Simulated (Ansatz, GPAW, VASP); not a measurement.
**GaAs: 4 runs at one level of theory**

```
As Ga
1.0
     0.00000    2.82685    2.82685
     2.82685    0.00000    2.82685
     2.82685    2.82685    0.00000
As Ga
1 1
Direct
  0.75000 0.75000 0.75000
  0.00000 0.00000 0.00000
```

Alike in all runs: task single point; functional PBE; k mesh 8 × 8 × 8; occupations gaussian, width 0.012 eV; no spin polarisation; no spin-orbit coupling. Pressure is positive in compression and, in plane waves, holds the error of the finite cutoff, which Ansatz's Pulay term estimates and takes out.

| program and potentials | plane-wave cutoff (eV) | notes | band gap (eV) | pressure (GPa) |
| --- | --- | --- | --- | --- |
| Ansatz, Ansatz PAW | 420 | 14 valence electrons an atom on average; Pulay term of +0.03 GPa included | 0.52 | 3.27 |
| VASP, PBE PAW files As, Ga_d, 520 eV | 520 | 9 valence electrons an atom on average | 0.52 | 3.46 |
| Ansatz, all-electron LAPW, scalar-relativistic | - | - | 0.52 | 3.27 |
| GPAW, GPAW PAW data sets (gpaw-data 1.2.1) | 600 | 4 valence electrons an atom on average | 0.59 | 4.33 |

The band gap spans 0.52 (Ansatz, Ansatz PAW) to 0.59 eV (GPAW, GPAW PAW data sets (gpaw-data 1.2.1)), with all-electron results at 0.52. The pressure spans 3.27 (Ansatz, Ansatz PAW) to 4.33 GPa (GPAW, GPAW PAW data sets (gpaw-data 1.2.1)), with all-electron results at 3.27. Spin-orbit coupling, left out here, moves the band edges of heavy atoms.

The functional is the same throughout but for its coding, so the spread measures potentials, basis and numerics; runs on potential files found faulty are left out.

The gap is insensitive to the potentials as long as the gallium d shell is treated as valence, while the pressure is a sharper test. The GPAW run, whose electron count leaves only the s and p shells active, stands apart in both quantities. Gallium d states repel the arsenic p-like valence-band top upwards, so freezing them removes this coupling and should widen the gap, as seen. A rigid d shell also cannot respond to the bonding environment, which probably contributes to the excess pressure, though other features of the data sets may matter too. The smaller VASP excess could likewise reflect the frozen arsenic d shell.

The positive pressure in every run means that PBE favours a larger cell than this one, in line with its usual underbinding of semiconductors. Agreement with the all-electron gap validates the potentials, not the gap itself, which lies far below experiment, mainly because the Kohn-Sham gap of a semilocal functional lacks the derivative discontinuity. Spin-orbit splitting of the valence-band top would lower it further.
